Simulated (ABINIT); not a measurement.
Runs of ABINIT 10.8.3 (patched build) on Y. It takes space group P6_3/mmc (No. 194, hexagonal). The conventional cell has a = 3.647 Å, b = 3.647 Å, c = 5.731 Å, α = 90.00°, β = 90.00°, γ = 120.00°. Around Y (site symmetry -6m2) lie 12 Y at 3.56 to 3.65 Å. 

```tsv
task	level	potentials or basis	cell	k mesh	cutoff (eV)	smearing	cell freedom (optcell)	optimiser (ionmov)	cutoff smearing ecutsm (Ha)	force stop (Ha/bohr)	stop of the response cycle (tolvrs)	gap on the mesh (eV)	pressure (GPa)	relaxed volume (Å³/atom)
relaxation of cell and atoms	LDA	PseudoDojo NC SR LDA v0.4.1 standard	relaxed	6 × 6 × 4	980	fermi-dirac 0.05 eV	2	2	0.5	2e-05	-	none	0.0	30.07
phonons	LDA	PseudoDojo NC SR LDA v0.4.1 standard	cell relaxed at zero pressure by an earlier run	10 × 10 × 6	980	gaussian 0.2 eV	-	-	0.5	-	1e-08	none	-0.1	-
single point	LDA	PseudoDojo NC SR LDA v0.4.1 standard	cell relaxed	6 × 6 × 4	980	fermi-dirac 0.05 eV	-	-	-	-	-	none	0.0	-
elastic constants	PBE	SG15 NC PBE v1.2	cell relaxed at zero pressure by an earlier run	12 × 12 × 8	599	fermi-dirac 0.2 eV	-	-	0.5	-	1e-09	none	(a)	-
single point	PBE	SG15 NC PBE v1.2	cell relaxed	6 × 6 × 4	599	fermi-dirac 0.05 eV	-	-	-	-	-	none	0.0	-
relaxation of cell and atoms	PBE	SG15 NC PBE v1.2	relaxed	6 × 6 × 4	599	fermi-dirac 0.05 eV	2	2	0.5	2e-05	-	none	0.0	32.95
```

Alike in all rows: no spin polarisation.

Question: Fill in the values left out.

Answer: (a) 0.3.

Caveats: the mesh is coarse for a metal's response (some runs).

A k mesh can miss the band edges, and the runs leave out spin-orbit coupling on Y.

A gap of «none» marks a metal or a gap under the smearing width.
